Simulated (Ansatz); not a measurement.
# Preparing Ga2O3 (R-3c) as a host crystal

Before any defect goes in: Ga2O3 (R-3c) at rest, and how it screens a charge.

Main program and level: Ansatz 0.2.0; plane-wave PAW DFT, PBEsol; relaxation of the host's cell and atoms, in the first sound run; inputs show where later runs differ.

## Step 1: The starting structure

Symmetry: R-3c, No. 167, trigonal system. The conventional cell has a = 4.997 Å, b = 4.997 Å, c = 13.451 Å, α = 90.00°, β = 90.00°, γ = 120.00°. Ga has 6 O at 1.93 to 2.08 Å nearest. O has 4 Ga at 1.93 to 2.08 Å nearest. Farther neighbours and most contacts between anions are not listed.

## Step 2: Host cell relaxation

Lattice and positions are set free, within the symmetry that the program keeps.

Contents of cell/input.yaml:

```yaml
crystal:
  lattice:
    - [2.4986992, 1.4426247, 4.4835498]
    - [-2.4986992, 1.4426247, 4.4835498]
    - [0.0, -2.8852493, 4.4835498]
  atoms:
    - { symbol: Ga, position: [0.85558558, 0.85558558, 0.85558558] }
    - { symbol: Ga, position: [0.64441442, 0.64441442, 0.64441442] }
    - { symbol: Ga, position: [0.14441442, 0.14441442, 0.14441442] }
    - { symbol: Ga, position: [0.35558558, 0.35558558, 0.35558558] }
    - { symbol: O, position: [0.75, 0.44683282, 0.05316718] }
    - { symbol: O, position: [0.44683282, 0.05316718, 0.75] }
    - { symbol: O, position: [0.05316718, 0.75, 0.44683282] }
    - { symbol: O, position: [0.25, 0.55316718, 0.94683282] }
    - { symbol: O, position: [0.94683282, 0.25, 0.55316718] }
    - { symbol: O, position: [0.55316718, 0.94683282, 0.25] }
basis:
  ecutwfc: 420
  xc_grid: 2
hamiltonian:
  xc: pbesol
kpoints:
  mp_grid: { grid: [7, 7, 7] }
scf:
  occupations: { method: fixed }
  max_iter: 100
relax:
  f_tol: 0.005
  max_steps: 60
  cell: {}
output:
  forces: true
  stress: true
checkpoint:
  write: "../cell.run"
  compress: false
  write_wavefunctions: false
  write_every: 100000
```

On the command line:

```
$ ansatz run input.yaml --threads 8 --pin off --max-ram 22609MiB --backend cpu --events-out ev --progress --plain --runs-dir out
```

Numbers of over 12 decimals in the logs are rounded to 6 here.

The program printed:

```text
[... repeated set-up lines and file paths are left out, and long positions are rounded to six places ...]
Engine: ansatz 0.2.0, aarch64-unknown-linux-gnu
Pseudopotentials: kind: paw
Pseudopotential: Ga, paw, valence charge 13, recommended cutoff 420 eV (normal), Ga.paw.azcp
Pseudopotential: O, paw, valence charge 6, recommended cutoff 420 eV (normal), O.paw.azcp
Functional definition: PBEsol
  exchange = pbesol_x
  correlation = pbesol_c
Crystal: 10 atoms, lattice volume = 96.971 Å³
Basis set: ecut = 420 eV, 1899 PW (Γ), exchange–correlation on 72×72×72 points (8 copies of the dense FFT grid, shifted against one another)
Bands: 54, of which v1, the nominal top of the filled ones, is band 44 counted from 1 (43 counted from 0)
Symmetry: 12 space group operations
Space group: R-3c (ITA 167), of the structure as read, at distance tolerance 4.6e-5 Å
k-points: 44 of 343
Non-local potential: Ga, projectors of the file, l = 0: 2, l = 1: 2, l = 2: 3, l = 3: 1
Non-local potential: O, projectors of the file, l = 0: 2, l = 1: 2, l = 2: 1
PAW form: soft (Blöchl's): semilocal exchange-correlation on the pseudo side does not see the compensation charge
PAW frozen core: Ga, regenerated for the run's functional, and the local potential with it (the file was generated under x = pbe(κ = 0.804, μ = 0.219515), c = pbe(β = 0.066725))
PAW frozen core: O, regenerated for the run's functional, and the local potential with it (the file was generated under x = pbe(κ = 0.804, μ = 0.219515), c = pbe(β = 0.066725))
PAW one-centre angular grid: Ga, 590 points (default); XC on 64 Gauss nodes
PAW one-centre angular grid: O, 110 points (default); XC on 64 Gauss nodes
Initial density: superposition of atomic densities (neutral atoms: chi_scale 0, normalization atom), corrected by the library's trained network
Initial wavefunctions: pseudopotential atomic-orbital guess
Functional: x = pbesol(κ = 0.804, μ = 0.123457), c = pbesol(β = 0.046)
SCF iter   1: F=—  HF=-18341.820562 eV  |F-HF|=—  |Δ(HF+E_count)|=         —  Δρ=1.73e-2  dr2=2.19e-1  ethr=1.77e-3  ⟨swp⟩=5.0  Hψ=7370  notcnv=0  defer=347
preconditioner: auto → Resta (q_TF=auto, 2.685 Å⁻¹)  ε∞=4.9  [insulator: Δε(μ)=2.582 eV  Ē_g=17.996 eV  n_scr=26 (ndim 8)  ℏωp=35.4 eV  f_vac=0.015  ε∞_Penn≈4.9]
SCF iter   2: F=—  HF=-18341.755775 eV  |F-HF|=—  |Δ(HF+E_count)|=   6.48e-2  Δρ=2.30e-3  dr2=2.70e-3  ethr=2.49e-4  ⟨swp⟩=2.0  Hψ=3423  notcnv=0  defer=351
SCF iter   3: F=—  HF=-18341.755727 eV  |F-HF|=—  |Δ(HF+E_count)|=   4.84e-5  Δρ=1.15e-3  dr2=6.95e-4  ethr=3.07e-6  ⟨swp⟩=2.0  Hψ=3803  notcnv=0  defer=264
automatic band count: iteration 3 solves 52 bands in place of 54: the levels show a gap, and the empty bands left out lie too high to hold charge; the band table lists the bands solved (type scf.n_extra_bands for more)
SCF iter   4: F=—  HF=-18341.755856 eV  |F-HF|=—  |Δ(HF+E_count)|=   1.29e-4  Δρ=4.53e-4  dr2=1.21e-4  ethr=7.90e-7  ⟨swp⟩=2.5  Hψ=3857  notcnv=0  defer=198
SCF iter   5: F=—  HF=-18341.755806 eV  |F-HF|=—  |Δ(HF+E_count)|=   4.98e-5  Δρ=9.49e-5  dr2=8.11e-6  ethr=1.37e-7  ⟨swp⟩=2.6  Hψ=4207  notcnv=0  defer=111
SCF iter   6: F=—  HF=-18341.755820 eV  |F-HF|=—  |Δ(HF+E_count)|=   1.38e-5  Δρ=1.98e-5  dr2=2.52e-7  ethr=9.21e-9  ⟨swp⟩=2.0  Hψ=4117  notcnv=0  defer=107
SCF iter   7: F=-18341.755820 eV  HF=-18341.755820 eV  |F-HF|=9.23e-9  |Δ(HF+E_count)|=   3.17e-8  Δρ=3.56e-6  dr2=1.20e-8  ethr=1.14e-10  ⟨swp⟩=4.0  Hψ=8148  notcnv=0
SCF 1 converged in 7 iterations: F = -18341.755820 eV  dr2 = 1.20e-8
  greatest PAW one-centre occupation: 0.998 electrons in one spin orbital (limit 2), on the Ga atom at site 3 (counted from 0), in its partial waves of l = 2
relax step   1: F+E_penalty+E_count = -18341.75581981 eV  Δ(F+E_penalty+E_count) = +0.000e0 eV  max|allowed force component| = 2.845e-2 eV/Å  Δτ_max = 0.0000 Å  P = +0.245 GPa  Ω = 96.971 Å³  (7 SCF iters, dr2 threshold 1.00e-7 eV, accepted)
[... the SCF cycles and remarks between the steps are left out from here to the last step ...]
relax step   2: F+E_penalty+E_count = -18341.75579502 eV  Δ(F+E_penalty+E_count) = +2.479e-5 eV  max|allowed force component| = 6.902e-3 eV/Å  Δτ_max = 0.0015 Å  P = +0.121 GPa  Ω = 97.019 Å³  energy of the carried Pulay correction = -2.716e-4 eV  (4 SCF iters, dr2 threshold 2.18e-7 eV, accepted)
relax step   3: F+E_penalty+E_count = -18341.75554061 eV  Δ(F+E_penalty+E_count) = +2.544e-4 eV  max|allowed force component| = 1.896e-3 eV/Å  Δτ_max = 0.0003 Å  P = -0.005 GPa  Ω = 97.069 Å³  energy of the carried Pulay correction = -5.561e-4 eV  (4 SCF iters, dr2 threshold 5.62e-8 eV, accepted)
Initial wavefunctions: pseudopotential atomic-orbital guess (no wavefunctions were taken with the density)
iter 1 solved again at ethr=1.52e-8 eV; its pass at ethr=3.10e-3 eV (dr2=1.34e-5 eV) is discarded
SCF iter   1: F=—  HF=-18341.755922 eV  |F-HF|=—  |Δ(HF+E_count)|=         —  Δρ=1.94e-4  dr2=7.82e-7  ethr=1.52e-8  ⟨swp⟩=4.0  Hψ=14053  notcnv=0  defer=352
SCF iter   2: F=—  HF=-18341.756025 eV  |F-HF|=—  |Δ(HF+E_count)|=   1.03e-4  Δρ=9.83e-5  dr2=2.04e-7  ethr=8.89e-10  ⟨swp⟩=1.4  Hψ=2208  notcnv=0  defer=284
SCF iter   3: F=—  HF=-18341.756058 eV  |F-HF|=—  |Δ(HF+E_count)|=   3.28e-5  Δρ=3.84e-6  dr2=7.63e-9  ethr=2.32e-10  ⟨swp⟩=2.0  Hψ=2646  notcnv=0  defer=284
SCF iter   4: F=—  HF=-18341.756058 eV  |F-HF|=—  |Δ(HF+E_count)|=   6.34e-9  Δρ=6.75e-7  dr2=2.20e-10  ethr=8.67e-12  ⟨swp⟩=2.0  Hψ=3983  notcnv=0  defer=284
SCF iter   5: F=-18341.756058 eV  HF=-18341.756058 eV  |F-HF|=0.00e0  |Δ(HF+E_count)|=  3.89e-10  Δρ=2.38e-7  dr2=5.28e-11  ethr=1.00e-12  ⟨swp⟩=4.0  Hψ=8324  notcnv=0
SCF 4 converged in 5 iterations: F = -18341.756058 eV  dr2 = 5.28e-11
relax step   4: F+E_penalty+E_count = -18341.75605767 eV  Δ(F+E_penalty+E_count) = -5.171e-4 eV  max|allowed force component| = 1.970e-3 eV/Å  Δτ_max = 0.0000 Å  P = +0.005 GPa  Ω = 97.069 Å³  stress off target by 1.82e-2 GPa  SCF on the basis re-selected at this cell (its energy is not comparable with the rows above)  (5 SCF iters)
basis re-selected at this cell: Δ(F+E_penalty+E_count) = -5.171e-4 eV, ΔP = +0.010 GPa vs the last step (what re-selecting the basis moved, of the pressure what is left beyond the Pulay correction that the steps carried, after the strain that the cell walked [...]
SCF converged after 5 iterations
Free energy (F): -18341.756058 eV
Harris-Foulkes:  -18341.756058 eV  (|F-HF|=0.00e0)
Internal energy: -18341.756058 eV  (E = F + TS)
E sigma→0 (E₀):  -18341.756058 eV
Fermi energy:    8.987843 eV
--- Per-component energies (eV) ---
  E_band       = -5.537938
  E_kinetic    = 1518.891379
  E_local      = -8529.363389  (includes V_loc(G=0)·N_el)
  E_nonlocal   = 2029.022780
  E_hartree    = 3846.180878
  E_xc         = -705.554919
  E_vxc        = -788.043215  (∫ρ·V_xc dr)
  E_paw        = -8753.097280  (= ΣΔE_a)
  E_vpaw       = -1928.422342  (= ΣTr[D̂ρ^β])
  E_aug_tail   = 0.014500  (compensation charges beyond the density's cutoff)
  E_ewald      = -7751.513646
  E_core_change = 3.663639  (= ΣΔE_core)
  E_smearing   = -0.000000  (= −TS)
  E_closure    = -0.000000  (closes the sum)
  Σ components = -18341.756058   (vs F -18341.756058, Δ=0.00e0)
--- Forces (eV/Å), atoms counted from 1 ---
  atom   1  Ga    -0.00000000    -0.00000000    -0.00146861
  atom   2  Ga    -0.00000000     0.00000000     0.00146861
  atom   3  Ga     0.00000000     0.00000000     0.00146861
  atom   4  Ga     0.00000000    -0.00000000    -0.00146861
  atom   5  O     -0.00098520     0.00170641    -0.00000000
  atom   6  O      0.00197039    -0.00000000    -0.00000000
  atom   7  O     -0.00098520    -0.00170641     0.00000000
  atom   8  O      0.00098520    -0.00170641     0.00000000
  atom   9  O      0.00098520     0.00170641    -0.00000000
  atom  10  O     -0.00197039     0.00000000     0.00000000
  max |Σ_I F_I| component: 1.52e-17 eV/Å
--- Stress (GPa, compression-positive) ---
       -0.001676      -0.000000      -0.000000
       -0.000000      -0.001676       0.000000
       -0.000000       0.000000       0.018240
  P = ⅓ Tr σ = 0.0050 GPa (0.050 kbar)
--- Relaxed structure (3 steps of the walk, 3 accepted, 1 SCFs on fresh bases) ---
  F+E_penalty+E_count = -18341.75605767 eV   max|allowed force component| = 1.970e-3 eV/Å   (the final SCF, on the basis selected at the relaxed cell)
  cell:  # Å, volume = 97.0693 Å³
    - [2.500247, 1.443518, 4.482551]
    - [-2.500247, 1.443518, 4.482551]
    - [0, -2.887036, 4.482551]
  atoms:
    - { symbol: Ga, position: [0.855713, 0.855713, 0.855713] }
    - { symbol: Ga, position: [0.644287, 0.644287, 0.644287] }
    - { symbol: Ga, position: [0.144287, 0.144287, 0.144287] }
    - { symbol: Ga, position: [0.355713, 0.355713, 0.355713] }
    - { symbol: O, position: [0.750000, 0.447197, 0.052803] }
    - { symbol: O, position: [0.447197, 0.052803, 0.750000] }
    - { symbol: O, position: [0.052803, 0.750000, 0.447197] }
    - { symbol: O, position: [0.250000, 0.552803, 0.947197] }
    - { symbol: O, position: [0.947197, 0.250000, 0.552803] }
    - { symbol: O, position: [0.552803, 0.947197, 0.250000] }
```

The job ended after 8.4 s (8 threads of Arm Neoverse V2, shared host; peak memory 0.65 GiB; 45 s of CPU time).

Little changed from the start: no atom moved by 0.005 Å and no cell edge by 0.1 %.

This step gave:

```yaml
pressure: 0.004962 GPa
```

## Step 3: Dielectric tensors of the host

The response to a uniform electric field gives the electronic dielectric tensor.

This step: plane-wave PAW DFPT, PBEsol; dielectric tensors, Born charges and zone-centre modes of the host (Ansatz 0.2.0).

Contents of eps/input.yaml:

```yaml
crystal:
  lattice:
    - [2.5002469528, 1.4435182679, 4.4825511933]
    - [-2.5002469528, 1.4435182679, 4.4825511933]
    - [0.0, -2.8870364858, 4.4825512094]
  atoms:
    - { symbol: Ga, position: [0.8557128565, 0.8557128565, 0.8557128565] }
    - { symbol: Ga, position: [0.6442871435, 0.6442871435, 0.6442871435] }
    - { symbol: Ga, position: [0.1442871435, 0.1442871435, 0.1442871435] }
    - { symbol: Ga, position: [0.3557128565, 0.3557128565, 0.3557128565] }
    - { symbol: O, position: [0.75, 0.4471966175, 0.0528033825] }
    - { symbol: O, position: [0.4471966175, 0.0528033825, 0.75] }
    - { symbol: O, position: [0.0528033825, 0.75, 0.4471966175] }
    - { symbol: O, position: [0.25, 0.5528033825, 0.9471966175] }
    - { symbol: O, position: [0.9471966175, 0.25, 0.5528033825] }
    - { symbol: O, position: [0.5528033825, 0.9471966175, 0.25] }
basis:
  ecutwfc: 420
hamiltonian:
  xc: pbesol
kpoints:
  mp_grid: { grid: [6, 6, 6] }
scf:
  occupations: { method: fixed }
  max_iter: 100
phonons:
  method: dfpt
  dielectric: true
  rigid_motions: translations
```

The program printed:

```text
[...]
Crystal: 10 atoms, lattice volume = 97.069 Å³
Basis set: ecut = 420 eV, 1899 PW (Γ), exchange–correlation on 72×72×72 points (8 copies of the dense FFT grid, shifted against one another)
Bands: 54, of which v1, the nominal top of the filled ones, is band 44 counted from 1 (43 counted from 0)
Symmetry: 12 space group operations
k-points: 112 of 216 (irreducible under 1 space group operation, time reversal used)
[...]
SCF iter   1: F=—  HF=-18341.820877 eV  |F-HF|=—  |Δ(HF+E_count)|=         —  Δρ=1.73e-2  dr2=2.19e-1  ethr=1.77e-3  ⟨swp⟩=5.0  Hψ=19063  notcnv=0  defer=884
[...]
SCF iter   9: F=-18341.756073 eV  HF=-18341.756073 eV  |F-HF|=1.09e-11  |Δ(HF+E_count)|=  4.44e-10  Δρ=2.14e-7  dr2=4.05e-11  ethr=1.00e-12  ⟨swp⟩=12.9  Hψ=38384  notcnv=0
SCF 1 converged in 9 iterations: F = -18341.756073 eV  dr2 = 4.05e-11
[...]
NSCF: frozen V_eff on 6 k-points
DFPT response loops at Γ: preconditioner auto → Resta (q_TF=auto, 2.684 Å⁻¹)  ε∞=4.7 (no band partly filled); β = 1.00, the filter's whole step (`scf.mixing.beta` (0.50) is not read by the response loops at its default; [...]
── the response to a field inside a basis, on 6×6×6 k-points: an SCF that follows is theirs, and a resumed run solves both again ──
Bands: 45, of which v1, the nominal top of the filled ones, is band 44 counted from 1 (43 counted from 0)
k-points: 28 of 216
[...]
Eigensolver: Dense (28 Hₖ)
SCF iter   1: F=—  HF=-18341.400690 eV  |F-HF|=—  |Δ(HF+E_count)|=         —  Δρ=8.14e-4  dr2=1.72e-4  ethr=1.00e-1
[...]
SCF iter   6: F=-18341.400815 eV  HF=-18341.400815 eV  |F-HF|=2.91e-10  |Δ(HF+E_count)|=   4.42e-9  Δρ=2.82e-6  dr2=1.10e-8  ethr=1.81e-10
SCF 1 converged in 6 iterations: F = -18341.400815 eV  dr2 = 1.10e-8
[...]
SCF converged after 9 iterations
Free energy (F): -18341.756073 eV
[...]
Internal energy: -18341.756073 eV  (E = F + TS)
E sigma→0 (E₀):  -18341.756073 eV
Fermi energy:    8.994560 eV
[...]
--- Band table (eV; the first three rows and the last of 112) ---
[...]
[... further k-points left out ...]
--- Phonons (Γ-DFPT): 4 representative perturbations + reference, on 112 of 216 k-points (Σ response iterations 17) ---
  k mesh reduced under 1 symmetry operation, with k and −k counted as one. Each operation leaves every solved perturbation unchanged. A smaller set is not considered because the run solves the response to a homogeneous field
  ASR residual: 9.479e-5 → 0.000e0 eV/Å²; symmetrization residual: 1.876e-5 eV/Å²
  ASR residual per site (eV/Å²): 9.48e-5 9.48e-5 9.48e-5 9.48e-5 8.70e-5 8.83e-5 8.70e-5 8.70e-5 8.70e-5 8.83e-5
  Γ frequencies (cm⁻¹): 0.00 0.00 0.00 152.18 208.00 216.43 216.43 228.90 228.90 265.41 279.58 279.58 314.38 314.38 323.51 323.51 327.82 416.30 416.30 453.89 453.89 456.00 519.96 543.61 543.61 546.36 597.52 658.31 658.31 671.53
  ε∞ (high-frequency dielectric tensor):
        4.483052    -0.000000    -0.000000
       -0.000000     4.483052    -0.000000
       -0.000000    -0.000000     4.351132
  ε⁰ (static dielectric tensor: ions relaxed, cell fixed):
       13.062499     0.000000    -0.000000
        0.000000    13.062499     0.000000
       -0.000000     0.000000    18.864252
  ε⁰ − ε∞ (ionic part):
        8.579447     0.000000    -0.000000
        0.000000     8.579447     0.000000
       -0.000000     0.000000    14.513120
  softest optical mode at Γ: 152.18 cm⁻¹; the repairs (sum rule, projections) moved no ω² at Γ by more than (3.34 cm⁻¹)²
  Born effective charges Z* (e; rows j = field, columns β = displacement):
    site 0:
         3.31182    0.05086   -0.00000
        -0.05086    3.31182   -0.00000
         0.00000   -0.00000    3.24864
    site 1:
         3.31182   -0.05086    0.00000
         0.05086    3.31182   -0.00000
        -0.00000   -0.00000    3.24864
    site 2:
         3.31182    0.05086   -0.00000
        -0.05086    3.31182   -0.00000
         0.00000   -0.00000    3.24864
    site 3:
         3.31182   -0.05086    0.00000
         0.05086    3.31182   -0.00000
        -0.00000   -0.00000    3.24864
    site 4:
        -2.15252    0.09588   -0.33311
         0.09588   -2.26324   -0.19232
        -0.47357   -0.27341   -2.16576
    site 5:
        -2.31860    0.00000    0.00000
        -0.00000   -2.09717    0.38465
        -0.00000    0.54683   -2.16576
    site 6:
        -2.15252   -0.09588    0.33311
        -0.09588   -2.26324   -0.19232
         0.47357   -0.27341   -2.16576
    site 7:
        -2.15252    0.09588   -0.33311
         0.09588   -2.26324   -0.19232
        -0.47357   -0.27341   -2.16576
    site 8:
        -2.15252   -0.09588    0.33311
        -0.09588   -2.26324   -0.19232
         0.47357   -0.27341   -2.16576
    site 9:
        -2.31860   -0.00000    0.00000
        -0.00000   -2.09717    0.38465
         0.00000    0.54683   -2.16576
  Z* charge neutrality: 1.428e-2 e pre-enforcement
  solved inside a basis spanned on kpoints, on 6×6×6 k-points, its susceptibility summed on 10×10×10: ε∞ is read to err by 2.1e-2, Z* by 2.0e-2 e (field_mesh: kpoints solves on kpoints); Z* is corrected for what the basis lacks
  optical modes at Γ without the LO–TO term, one row a degenerate level:
      ω (cm⁻¹)  modes    IR ((D/Å)²/amu)
        152.18      1             0.0000
[...]
optical modes at Γ + LO–TO along q̂ = [1.0000, 0.0000, 0.0000]:
      ω (cm⁻¹)  modes    IR ((D/Å)²/amu)
[...]
optical modes at Γ + LO–TO along q̂ = [0.0000, 1.0000, 0.0000]:
      ω (cm⁻¹)  modes    IR ((D/Å)²/amu)
[...]
optical modes at Γ + LO–TO along q̂ = [0.0000, 0.0000, 1.0000]:
      ω (cm⁻¹)  modes    IR ((D/Å)²/amu)
[...]
323.51      2            48.1598
        327.82      1             0.0000
        416.30      2             0.0000
        431.75      1             7.5153
        453.89      2            64.5831
        456.00      1             0.0000
        543.61      2             2.1414
        546.36      1             0.0000
        597.52      1             0.0000
        658.31      2             0.0000
        665.53      1            49.6231
        671.53      1             0.0000
```

Wall time 2.5 min (8 threads); peak memory 2.7 GiB; 15 min of CPU time.

Electronic dielectric tensor:

```
4.48 0.00 0.00
0.00 4.48 0.00
0.00 0.00 4.35
```

Static dielectric tensor:

```
13.06  0.00  0.00
 0.00 13.06  0.00
 0.00  0.00 18.86
```

The principal values of the electronic dielectric tensor are 4.35, 4.48 and 4.48. The principal values of the static dielectric tensor are 13.06, 13.06 and 18.86.

## Step 4: Primitive cell on a dense mesh

A dense mesh gives the host's converged energy, against which the supercell's sampling is tested.

This step: plane-wave PAW DFT, PBEsol; single point of the host's primitive cell on a dense mesh (Ansatz 0.2.0).

dense/input.yaml, as its differences from eps/input.yaml of step 3:

```diff
@@ -18,2 +18,3 @@
   ecutwfc: 420
+  xc_grid: 2
 hamiltonian:
@@ -21,9 +22,5 @@
 kpoints:
-  mp_grid: { grid: [6, 6, 6] }
+  mp_grid: { grid: [7, 7, 7] }
 scf:
-  occupations: { method: fixed }
-  max_iter: 100
-phonons:
-  method: dfpt
-  dielectric: true
-  rigid_motions: translations
+  occupations: { method: fermi_dirac, width: 0.01 }
+  max_iter: 80
```

The program printed:

```text
[...]
Crystal: 10 atoms, lattice volume = 97.069 Å³
Basis set: ecut = 420 eV, 1899 PW (Γ), exchange–correlation on 72×72×72 points (8 copies of the dense FFT grid, shifted against one another)
Bands: 54, of which v1, the nominal top of the filled ones, is band 44 counted from 1 (43 counted from 0)
Symmetry: 12 space group operations
[...]
k-points: 44 of 343
[...]
SCF iter   1: F=—  HF=-18341.820812 eV  |F-HF|=—  |Δ(HF+E_count)|=         —  Δρ=1.73e-2  dr2=2.20e-1  ethr=1.77e-3  ⟨swp⟩=6.1  Hψ=8758  notcnv=0  defer=3
[...]
SCF iter   7: F=-18341.756058 eV  HF=-18341.756058 eV  |F-HF|=8.89e-9  |Δ(HF+E_count)|=   3.79e-8  Δρ=3.55e-6  dr2=1.26e-8  ethr=1.14e-10  ⟨swp⟩=3.0  Hψ=5335  notcnv=0
SCF 1 converged in 7 iterations: F = -18341.756058 eV  dr2 = 1.26e-8
[...]
SCF converged after 7 iterations
Free energy (F): -18341.756058 eV
[...]
Internal energy: -18341.756058 eV  (E = F + TS)
E sigma→0 (E₀):  -18341.756058 eV
Fermi energy:    10.348717 eV
[...]
```

Elapsed: 2 s, on 8 threads; peak memory 0.62 GiB; 12 s of CPU time.

[end of part 1 of 3]

[Logs are printed without paths, hosts, clocks, repeated set-up lines and the standing remarks that a program may print on its own settings, such as how far it seeks lower states.]

[Hosts, paths, dates, database ids (printed as entryN), source tags and the programs' standing remarks are cut or masked in the printed files.]

[Runs of the host that timed out are not shown.]

[For some hosts the program warned that the k-mesh of the response run may be too coarse for force constants and the static dielectric constant; such warnings are not always shown.]
